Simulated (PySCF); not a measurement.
Species: triethylamine, C6H15N.
Structure used (PBE0-D3(BJ)/def2-SVP), in Å, numbered top down from 1:
```
atom  x, y, z in Å
C1    -1.7082   -1.6124    0.0963
C2    -0.8051   -0.7625    0.9885
N3     0.0220    0.2248    0.3232
C4    -0.7192    1.3332   -0.2445
C5     0.0700    2.6327   -0.2698
C6     1.0238   -0.3103   -0.5744
C7     2.0299   -1.2233    0.1037
H8    -2.4092   -0.9906   -0.4826
H9    -1.1286   -2.2159   -0.6195
H10   -2.3060   -2.3085    0.7048
H11   -0.1520   -1.4242    1.5807
H12   -1.4239   -0.2264    1.7277
H13   -1.0936    1.1089   -1.2694
H14   -1.6185    1.4833    0.3750
H15   -0.5484    3.4543   -0.6630
H16    0.4033    2.8965    0.7449
H17    0.9633    2.5636   -0.9090
H18    1.5693    0.5434   -1.0055
H19    0.5693   -0.8388   -1.4448
H20    2.8396   -1.4848   -0.5939
H21    1.5781   -2.1669    0.4456
H22    2.4715   -0.7221    0.9786
```

All values: PBE0/pcSseg-1 (PySCF, non-relativistic), on one gas-phase PBE0-D3(BJ)/def2-SVP geometry that isn't relaxed in the solvent. The solvent is an IEF-PCM continuum (Bondi radii, 1.10 Å for H, scaled by 1.2). Specific hydrogen bonds and non-electrostatic terms are outside this model.

```tsv
run	E − E(gas) (kcal/mol)	HOMO (eV)	HOMO–LUMO gap (eV)	dipole (D)
gas	0.00	-5.84	7.26	0.53
P	-1.72	-5.86	7.40	0.77
Q	-1.47	-5.85	7.38	0.72
R	-2.21	-5.89	7.44	0.86
```

Problem. The runs were made in chloroform, tetrahydrofuran and water. Which run belongs to which solvent?

Solution. P = tetrahydrofuran, Q = chloroform, R = water. The dielectric constants are 4.711 (chloroform), 7.426 (tetrahydrofuran), 78.36 (water), and the energy falls further as ε rises. In this model the ground state sees the solvent through ε alone.

Problem. How constant is the ratio of the lowering to (ε − 1)/(2ε + 1)?

Solution. 
| solvent | (ε − 1)/(2ε + 1) | E − E(gas) (kcal/mol) | ratio (kcal/mol) | polarisation term (kcal/mol) |
| --- | --- | --- | --- | --- |
| chloroform | 0.356 | -1.47 | -4.1 | -1.56 |
| tetrahydrofuran | 0.405 | -1.72 | -4.2 | -1.86 |
| water | 0.490 | -2.21 | -4.5 | -2.46 |

The ratio changes by +9.3 % in size from chloroform to water. The polarisation term is half the interaction of the solute with the induced surface charges.

Rough CPU time on one thread of a shared machine: about 80 s. This is the whole shielding run at PBE0/pcSseg-1 in water, SCF included.
